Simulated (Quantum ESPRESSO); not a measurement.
Crystal: Pd.

```
CELL_PARAMETERS angstrom
2.78367 0.00000 0.00000
-1.39183 2.41072 0.00000
0.00000 0.00000 4.62889
ATOMIC_POSITIONS crystal
Pd 0.33333 0.66667 0.25000
Pd 0.66667 0.33333 0.75000
```

This isn't the form of Pd at room conditions, which is fcc.

- Program: Quantum ESPRESSO 7.5
- Task: single point
- Functional: PBE
- Potentials or basis: SSSP 1.3 efficiency PBE
- Cutoff: 816 eV
- Density cutoff: 3265 eV
- k mesh: 11 × 11 × 6
- Occupations: fermi-dirac, width 0.05 eV
- Spin: no spin polarisation

On this cell: pressure -1.6 GPa; largest force under 0.003 eV/Å; band gap on the k mesh none (metal or under the smearing width).

The same run follows on a disturbed copy (atoms moved at random, drawn with an rms of 0.05 Å):

```xyz
2
Lattice="2.7837 0.0000 0.0000 -1.3918 2.4107 0.0000 0.0000 0.0000 4.6289" Properties=species:S:1:pos:R:3 pbc="T T T"
Pd   -0.0483    1.6675    1.1155
Pd    1.3843    0.8293    3.5121
```

Task: What changes?

Result: The energy (extrapolated to zero smearing) moves by +14.5 meV/atom; pressure -0.9 GPa; largest force 0.676 eV/Å; band gap on the k mesh none (metal or under the smearing width).

Forces in eV/Å, atoms in the order of the input:
```
Pd   0.033 -0.033  0.674
Pd  -0.033  0.033 -0.674
```

Stress tensor (GPa, compression positive):
```
-1.47  0.43  0.16
 0.43 -0.71 -0.15
 0.16 -0.15 -0.52
```
